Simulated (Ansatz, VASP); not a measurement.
## VClO: VASP beside Ansatz

Aim: how closely do two programs agree when they are given the same cell, functional and k mesh? The cell comes out of the VASP series on this material, whose earlier steps may have relaxed, scaled or displaced it; both programs get it as it stands.

Calculated with Ansatz 0.2.0; plane waves, with VASP 6.6.1 beside it; relaxation of cell and atoms at LDA, DFT+U.

**1. Starting point**

It takes space group Pmmn (No. 59, orthorhombic). Conventional cell: a = 3.412 Å, b = 3.664 Å, c = 7.381 Å, α = 90.00°, β = 90.00°, γ = 90.00°. Nearest to V lie 4 O at 1.88 to 2.20 Å and 2 Cl at 2.31 Å. Nearest to Cl lie 2 V at 2.31 Å. O has 4 V at 1.88 to 2.20 Å nearest. Farther neighbours and most contacts between anions are not listed.

As a file:

```cif
data_structure
_symmetry_space_group_name_H-M 'P 1'
_symmetry_Int_Tables_number 1
_cell_length_a 3.4115
_cell_length_b 3.6640
_cell_length_c 7.3810
_cell_angle_alpha 90.000
_cell_angle_beta 90.000
_cell_angle_gamma 90.000
_cell_volume 92.26
loop_
_atom_site_label
_atom_site_type_symbol
_atom_site_fract_x
_atom_site_fract_y
_atom_site_fract_z
_atom_site_occupancy
V1 V 0.50000 0.00000 0.87654 1
V2 V 0.00000 0.50000 0.12346 1
Cl3 Cl 0.00000 0.00000 0.66544 1
Cl4 Cl 0.50000 0.50000 0.33456 1
O5 O 0.00000 0.00000 0.06398 1
O6 O 0.50000 0.50000 0.93602 1
```

**2. VASP: relaxation of cell and atoms, LDA, DFT+U**

The relaxed volume is the usual yardstick between codes: its relative difference is about their pressure difference at one cell divided by the bulk modulus.

Lines of VASP's logs that name or quote its potential files are left out, and so is its time.

INCAR reads:

```
SYSTEM = VClO
PREC = Accurate
ENCUT = 520
EDIFF = 1E-07
NELM = 100
ISMEAR = 0
SIGMA = 0.03
LREAL = .FALSE.
ALGO = Normal
GGA = CA
NBANDS = 32
LDAU = .TRUE.
LDAUTYPE = 2
LDAUL = 2 -1 -1
LDAUU = 3.25 0 0
LDAUJ = 0 0 0
LDAUPRINT = 1
LASPH = .TRUE.
LMAXMIX = 4
LORBIT = 11
LWAVE = .FALSE.
LCHARG = .FALSE.
KPAR = 4
IBRION = 2
NSW = 50
ISIF = 3
EDIFFG = -0.002
```

POSCAR reads:

```
VClO
1.0
    3.4115205815      0.0000000000      0.0000000000
    0.0000000000      3.6639518225      0.0000000000
    0.0000000000      0.0000000000      7.3810278720
V Cl O
2 2 2
Direct
    0.5000000000      0.0000000000      0.8765433961
    0.0000000000      0.5000000000      0.1234566039
    0.0000000000      0.0000000000      0.6654403164
    0.5000000000      0.5000000000      0.3345596836
    0.0000000000      0.0000000000      0.0639759543
    0.5000000000      0.5000000000      0.9360240457
```

KPOINTS reads:

```
Automatic mesh
0
Gamma
6 6 4
0 0 0
```

Potentials, in the order of the species: V_sv, Cl and O (LDA family, release 64).

Command:

```console
> mpirun -np 4 vasp_std
```

Numbers of over 12 decimals in the logs are rounded to 6 here.

Output:

```text
[banner, memory and clock lines left out]
running    4 mpi-ranks, on    1 nodes
 distrk:  each k-point on    1 cores,    4 groups
 distr:  one band on    1 cores,    1 groups

 POSCAR found type information on POSCAR V ClO
 POSCAR found :  3 types and       6 ions
 LDA part: xc-table for (Slater(with rela. corr.)+CA(PZ))
 , standard interpolation
 POSCAR, INCAR and KPOINTS ok, starting setup
 FFT: planning ... GRIDC
 FFT: planning ... GRID_SOFT
 FFT: planning ... GRID
 WAVECAR not read
 entering main loop
       N       E                     dE             d eps       ncg     rms          rms(c)
DAV:   1     0.642769000567E+03    0.64277E+03   -0.29343E+04  3288   0.164E+03
DAV:   2     0.143487694661E+02   -0.62842E+03   -0.61183E+03  3464   0.483E+02
DAV:   3    -0.471232522660E+02   -0.61472E+02   -0.60805E+02  3896   0.146E+02
DAV:   4    -0.486841055784E+02   -0.15609E+01   -0.15517E+01  3768   0.223E+01
DAV:   5    -0.487078960643E+02   -0.23790E-01   -0.23780E-01  3632   0.310E+00    0.351E+01
DAV:   6    -0.406734566161E+02    0.80344E+01   -0.86705E+01  3880   0.662E+01    0.146E+01
DAV:   7    -0.396303361817E+02    0.10431E+01   -0.23854E+01  3960   0.397E+01    0.121E+01
DAV:   8    -0.394321787192E+02    0.19816E+00   -0.46239E+00  3848   0.149E+01    0.313E+00
DAV:   9    -0.395284689817E+02   -0.96290E-01   -0.24537E-01  4048   0.387E+00    0.291E+00
DAV:  10    -0.395686314366E+02   -0.40162E-01   -0.35700E-02  4008   0.140E+00    0.266E+00
DAV:  11    -0.397310418938E+02   -0.16241E+00   -0.30402E-01  4040   0.431E+00    0.102E+00
DAV:  12    -0.397495027823E+02   -0.18461E-01   -0.71201E-02  4096   0.202E+00    0.487E-01
DAV:  13    -0.397513588510E+02   -0.18561E-02   -0.93216E-03  3640   0.752E-01    0.250E-01
DAV:  14    -0.397517351593E+02   -0.37631E-03   -0.20799E-03  4056   0.412E-01    0.133E-01
DAV:  15    -0.397519901298E+02   -0.25497E-03   -0.11487E-03  3808   0.256E-01    0.453E-02
DAV:  16    -0.397519490664E+02    0.41063E-04   -0.31736E-04  3624   0.158E-01    0.563E-02
DAV:  17    -0.397520191818E+02   -0.70115E-04   -0.11151E-04  3672   0.822E-02    0.101E-02
DAV:  18    -0.397520186142E+02    0.56756E-06   -0.59371E-06  3784   0.205E-02    0.834E-03
DAV:  19    -0.397520198106E+02   -0.11963E-05   -0.19812E-06  4000   0.111E-02    0.356E-03
DAV:  20    -0.397520199571E+02   -0.14657E-06   -0.59865E-07  3592   0.628E-03    0.131E-03
DAV:  21    -0.397520199553E+02    0.18872E-08   -0.29056E-08  2176   0.142E-03
   1 F= -.39752020E+02 E0= -.39752009E+02  d E =-.397520E+02
[...]
2 F= -.39752022E+02 E0= -.39752012E+02  d E =-.248814E-05
[...]
3 F= -.39752023E+02 E0= -.39752012E+02  d E =-.265473E-05
 curvature:  -0.82 expect dE=-0.359E-05 dE for cont linesearch -0.257E-07
 trial: gam= 1.21521 g(F)=  0.646E-06 g(S)=  0.374E-05 ort =-0.350E-06 (trialstep = 0.473E+00)
 search vector abs. value=  0.928E-05
 bond charge predicted
       N       E                     dE             d eps       ncg     rms          rms(c)
DAV:   1    -0.397520277406E+02   -0.51124E-05   -0.26994E-04  3088   0.160E-01    0.176E-02
DAV:   2    -0.397520250066E+02    0.27340E-05   -0.18961E-05  3280   0.335E-02    0.837E-03
DAV:   3    -0.397520238761E+02    0.11305E-05   -0.25709E-06  3816   0.119E-02    0.419E-03
DAV:   4    -0.397520236436E+02    0.23245E-06   -0.76715E-07  3480   0.699E-03    0.110E-03
DAV:   5    -0.397520236498E+02   -0.61355E-08   -0.87710E-08  2064   0.279E-03
   4 F= -.39752024E+02 E0= -.39752013E+02  d E =-.103978E-05
 trial-energy change:   -0.000001  1 .order   -0.000001   -0.000002   -0.000001
 step:   0.7486(harm=  0.7486)  dis= 0.00016  next Energy=   -39.752024 (dE=-0.148E-05)
 reached required accuracy - stopping structural energy minimisation
```

OUTCAR, selected parts (step 2):

```text
ion  position               nearest neighbor table
   1  0.500  0.000  0.877-   6 1.88   6 1.88   5 2.20   5 2.20   3 2.31   3 2.31
   2  0.000  0.500  0.123-   5 1.88   5 1.88   6 2.20   6 2.20   4 2.31   4 2.31
   3  0.000  0.000  0.665-   1 2.31   1 2.31
   4  0.500  0.500  0.335-   2 2.31   2 2.31
   5  0.000  0.000  0.064-   2 1.88   2 1.88   1 2.20   1 2.20
   6  0.500  0.500  0.936-   1 1.88   1 1.88   2 2.20   2 2.20

  LATTYP: Found a simple orthorhombic cell.
 ALAT       =     3.4115205815
 B/A-ratio  =     1.0739937617
 C/A-ratio  =     2.1635595318

 Subroutine GETGRP returns: Found  8 space group operations
 (whereof  4 operations were pure point group operations)

The static configuration has the point symmetry C_2v.
 The point group associated with its full space group is D_2h.

 Found     48 irreducible k-points:

   k-points           NKPTS =     48   k-points in BZ     NKDIM =     48   number of bands    NBANDS=     32

   dimension x,y,z NGX =    28 NGY =   28 NGZ =   56
   dimension x,y,z NGXF=    56 NGYF=   56 NGZF=  112

   ENCUT  =  520.0 eV  38.22 Ry    6.18 a.u.   6.34  6.81 13.72*2*pi/ulx,y,z

   NELECT =      52.0000    total number of electrons

 k-points in reciprocal lattice and weights: Automatic mesh
   0.00000000  0.00000000  0.00000000       0.007
   0.16666667  0.00000000  0.00000000       0.014
   0.33333333  0.00000000  0.00000000       0.014
   0.50000000  0.00000000  0.00000000       0.007
   0.00000000  0.16666667  0.00000000       0.014
   0.16666667  0.16666667  0.00000000       0.028
   0.33333333  0.16666667  0.00000000       0.028
   0.50000000  0.16666667  0.00000000       0.014
   0.00000000  0.33333333  0.00000000       0.014
[...]
0.33333333  0.50000000  0.50000000       0.014
   0.50000000  0.50000000  0.50000000       0.007

atom =   1  type =  1  l = 2

 onsite density matrix

spin component  1

  0.0882  0.0000  0.0000  0.0000  0.0000
  0.0000  0.1135  0.0000  0.0000  0.0000
  0.0000  0.0000  0.7484  0.0000 -0.2333
  0.0000  0.0000  0.0000  0.1678  0.0000
  0.0000  0.0000 -0.2333  0.0000  0.3882

spin component  2

 occupancies and eigenvectors

  o =  0.0882  v =  1.0000  0.0000  0.0000  0.0000  0.0000  0.0000  0.0000  0.0000  0.0000  0.0000      0.0000  0.0000  0.0000  0.0000  0.0000  0.0000  0.0000  0.0000  0.0000  0.0000
  o =  0.0882  v =  0.0000  0.0000  0.0000  0.0000  0.0000  1.0000  0.0000  0.0000  0.0000  0.0000      0.0000  0.0000  0.0000  0.0000  0.0000  0.0000  0.0000  0.0000  0.0000  0.0000
  o =  0.1135  v =  0.0000  1.0000  0.0000  0.0000  0.0000  0.0000  0.0000  0.0000  0.0000  0.0000      0.0000  0.0000  0.0000  0.0000  0.0000  0.0000  0.0000  0.0000  0.0000  0.0000
  o =  0.1135  v =  0.0000  0.0000  0.0000  0.0000  0.0000  0.0000  1.0000  0.0000  0.0000  0.0000      0.0000  0.0000  0.0000  0.0000  0.0000  0.0000  0.0000  0.0000  0.0000  0.0000
  o =  0.1678  v =  0.0000  0.0000 -0.0000  1.0000 -0.0000  0.0000  0.0000  0.0000  0.0000  0.0000      0.0000  0.0000  0.0000  0.0000  0.0000  0.0000  0.0000  0.0000  0.0000  0.0000
  o =  0.1678  v =  0.0000  0.0000  0.0000  0.0000  0.0000  0.0000  0.0000 -0.0000  1.0000 -0.0000      0.0000  0.0000  0.0000  0.0000  0.0000  0.0000  0.0000  0.0000  0.0000  0.0000
  o =  0.2736  v =  0.0000  0.0000 -0.4409 -0.0000 -0.8976  0.0000  0.0000  0.0000  0.0000  0.0000      0.0000  0.0000  0.0000  0.0000  0.0000  0.0000  0.0000  0.0000  0.0000  0.0000
  o =  0.2736  v =  0.0000  0.0000  0.0000  0.0000  0.0000  0.0000  0.0000 -0.4409 -0.0000 -0.8976      0.0000  0.0000  0.0000  0.0000  0.0000  0.0000  0.0000  0.0000  0.0000  0.0000
  o =  0.8630  v =  0.0000  0.0000  0.0000  0.0000  0.0000  0.0000  0.0000 -0.8976  0.0000  0.4409      0.0000  0.0000  0.0000  0.0000  0.0000  0.0000  0.0000  0.0000  0.0000  0.0000
  o =  0.8630  v =  0.0000  0.0000 -0.8976  0.0000  0.4409  0.0000  0.0000  0.0000  0.0000  0.0000      0.0000  0.0000  0.0000  0.0000  0.0000  0.0000  0.0000  0.0000  0.0000  0.0000

atom =   2  type =  1  l = 2

 onsite density matrix

spin component  1

spin component  2

 occupancies and eigenvectors

  o =  0.0882  v =  1.0000  0.0000  0.0000  0.0000  0.0000  0.0000  0.0000  0.0000  0.0000  0.0000      0.0000  0.0000  0.0000  0.0000  0.0000  0.0000  0.0000  0.0000  0.0000  0.0000
  o =  0.0882  v =  0.0000  0.0000  0.0000  0.0000  0.0000  1.0000  0.0000  0.0000  0.0000  0.0000      0.0000  0.0000  0.0000  0.0000  0.0000  0.0000  0.0000  0.0000  0.0000  0.0000
  o =  0.1135  v =  0.0000  1.0000  0.0000  0.0000  0.0000  0.0000  0.0000  0.0000  0.0000  0.0000      0.0000  0.0000  0.0000  0.0000  0.0000  0.0000  0.0000  0.0000  0.0000  0.0000
  o =  0.1135  v =  0.0000  0.0000  0.0000  0.0000  0.0000  0.0000  1.0000  0.0000  0.0000  0.0000      0.0000  0.0000  0.0000  0.0000  0.0000  0.0000  0.0000  0.0000  0.0000  0.0000
  o =  0.1678  v =  0.0000  0.0000  0.0000  1.0000  0.0000  0.0000  0.0000  0.0000  0.0000  0.0000      0.0000  0.0000  0.0000  0.0000  0.0000  0.0000  0.0000  0.0000  0.0000  0.0000
  o =  0.1678  v =  0.0000  0.0000  0.0000  0.0000  0.0000  0.0000  0.0000  0.0000  1.0000  0.0000      0.0000  0.0000  0.0000  0.0000  0.0000  0.0000  0.0000  0.0000  0.0000  0.0000
  o =  0.2736  v =  0.0000  0.0000 -0.4409  0.0000 -0.8976  0.0000  0.0000  0.0000  0.0000  0.0000      0.0000  0.0000  0.0000  0.0000  0.0000  0.0000  0.0000  0.0000  0.0000  0.0000
  o =  0.2736  v =  0.0000  0.0000  0.0000  0.0000  0.0000  0.0000  0.0000 -0.4409  0.0000 -0.8976      0.0000  0.0000  0.0000  0.0000  0.0000  0.0000  0.0000  0.0000  0.0000  0.0000
  o =  0.8630  v =  0.0000  0.0000  0.0000  0.0000  0.0000  0.0000  0.0000 -0.8976  0.0000  0.4409      0.0000  0.0000  0.0000  0.0000  0.0000  0.0000  0.0000  0.0000  0.0000  0.0000
  o =  0.8630  v =  0.0000  0.0000 -0.8976  0.0000  0.4409  0.0000  0.0000  0.0000  0.0000  0.0000      0.0000  0.0000  0.0000  0.0000  0.0000  0.0000  0.0000  0.0000  0.0000  0.0000

 average (electrostatic) potential at core
       1 -76.8212       2 -76.8212       3 -94.9658       4 -94.9658       5 -72.5185
       6 -72.5185

 E-fermi :   5.0065

 k-point     1 :       0.0000    0.0000    0.0000
  band No.  band energies     occupation
    ...
     22       1.9974      2.00000
     23       2.0419      2.00000
     24       2.1406      2.00000
     25       4.3711      2.00000
     26       4.6036      2.00000
     27       5.0652      0.00564
     28       6.0276      0.00000
     29       6.8830      0.00000
     30       7.0098      0.00000
     31       7.2918      0.00000
    ...

 k-point     2 :       0.1667    0.0000    0.0000
  band No.  band energies     occupation
    ...
     22       1.6619      2.00000
     23       1.9840      2.00000
     24       2.0111      2.00000
     25       4.6780      2.00000
     26       4.8226      2.00000
     27       5.2244      0.00000
     28       5.9532      0.00000
     29       6.7456      0.00000
     30       6.9302      0.00000
     31       7.2632      0.00000
    ...

 k-point     3 :       0.3333    0.0000    0.0000
  band No.  band energies     occupation
    ...
     22       1.4718      2.00000
     23       1.8791      2.00000
     24       2.0674      2.00000
     25       4.9024      2.00000
     26       4.9374      1.99887
     27       5.5663      0.00000
     28       5.8231      0.00000
     29       6.4564      0.00000
     30       6.7004      0.00000
     31       7.2915      0.00000
    ...

 k-point     4 :       0.5000    0.0000    0.0000
  band No.  band energies     occupation
    ...
     22       1.3302      2.00000
     23       2.0527      2.00000
     24       2.0527      2.00000
     25       4.8750      2.00000
     26       4.8750      2.00000
     27       5.7685      0.00000
     28       5.7685      0.00000
     29       6.4174      0.00000
     30       6.4174      0.00000
     31       7.3972      0.00000
    ...

 k-point     5 :       0.0000    0.1667    0.0000
  band No.  band energies     occupation
    ...
     22       1.6808      2.00000
     23       1.8095      2.00000
     24       2.1258      2.00000
     25       4.4286      2.00000
     26       4.5466      2.00000
     27       5.5824      0.00000
     28       6.1699      0.00000
     29       6.3845      0.00000
     30       6.4194      0.00000
     31       7.8259      0.00000
    ...

 k-point     6 :       0.1667    0.1667    0.0000
  band No.  band energies     occupation
    ...
     22       1.4307      2.00000
     23       1.9773      2.00000
     24       2.0020      2.00000
     25       4.7248      2.00000
     26       4.7826      2.00000
     27       5.6256      0.00000
     28       6.0117      0.00000
     29       6.2702      0.00000
     30       6.4384      0.00000
     31       7.5992      0.00000
    ...

  Total       -0.0071879     -0.0086483     -0.0087998      0.0000000      0.0000000      0.0000000
  in kB       -0.1247980     -0.1501534     -0.1527850      0.0000000      0.0000000      0.0000000
  external PRESSURE =      -0.1425788 kB  Pullay stress =       0.0000000 kB

  energy-cutoff  :      520.00
  volume of cell :       92.28
      direct lattice vectors                 reciprocal lattice vectors
     3.412663118  0.000000000  0.000000000     0.293026286  0.000000000  0.000000000
     0.000000000  3.663902983  0.000000000     0.000000000  0.272932991  0.000000000
     0.000000000  0.000000000  7.380175744     0.000000000  0.000000000  0.135498128

 POSITION                                       TOTAL-FORCE (eV/Angst)
 -----------------------------------------------------------------------------------
      1.70633      0.00000      6.46894         0.000000      0.000000      0.001305
      0.00000      1.83195      0.91124         0.000000      0.000000     -0.001305
      0.00000      0.00000      4.91132         0.000000      0.000000      0.000923
      1.70633      1.83195      2.46886         0.000000      0.000000     -0.000923
      0.00000      0.00000      0.47203         0.000000      0.000000     -0.000476
      1.70633      1.83195      6.90815         0.000000      0.000000      0.000476
 -----------------------------------------------------------------------------------
    total drift:                                0.000000      0.000000      0.000000

  FREE ENERGIE OF THE ION-ELECTRON SYSTEM (eV)
  ---------------------------------------------------
  free  energy   TOTEN  =       -39.7520236498 eV

  energy  without entropy=      -39.7520028883  energy(sigma->0) =      -39.75201327

 reached required accuracy - stopping structural energy minimisation

 total charge
# of ion       s       p       d       tot
------------------------------------------
    1        2.244   6.245   2.981  11.470
    2        2.244   6.245   2.981  11.470
    3        1.598   3.521   0.000   5.119
    4        1.598   3.521   0.000   5.119
    5        1.553   3.506   0.000   5.059
    6        1.553   3.506   0.000   5.059
--------------------------------------------------
tot         10.792  26.544   5.962  43.298
```

CONTCAR:

```
VClO
   1.00000000000000
     3.4126631180434277    0.0000000000000000    0.0000000000000000
     0.0000000000000000    3.6639029834867847    0.0000000000000000
     0.0000000000000000    0.0000000000000000    7.3801757444472074
  V               Cl              O
     2     2     2
Direct
     0.5000000000000000    0.0000000000000000    0.8765292116720192
     0.0000000000000000    0.5000000000000000    0.1234707883279807
     0.0000000000000000    0.0000000000000000    0.6654741369422397
     0.5000000000000000    0.5000000000000000    0.3345258630577603
     0.0000000000000000    0.0000000000000000    0.0639588038917582
     0.5000000000000000    0.5000000000000000    0.9360411961082419
```

This run has no spin polarisation, although V can carry a moment.

(Part 1 of 2 ends here.)

[Lines on the potential files, build, host, timing and source positions are cut from VASP's logs without a mark.]

[Logs are printed without paths, hosts, clocks, repeated set-up lines and the standing remarks that a program may print on its own settings, such as how far it seeks lower states.]

[Hosts, paths, dates, database ids (printed as entryN), source tags and the programs' standing remarks are cut or masked in the printed files.]
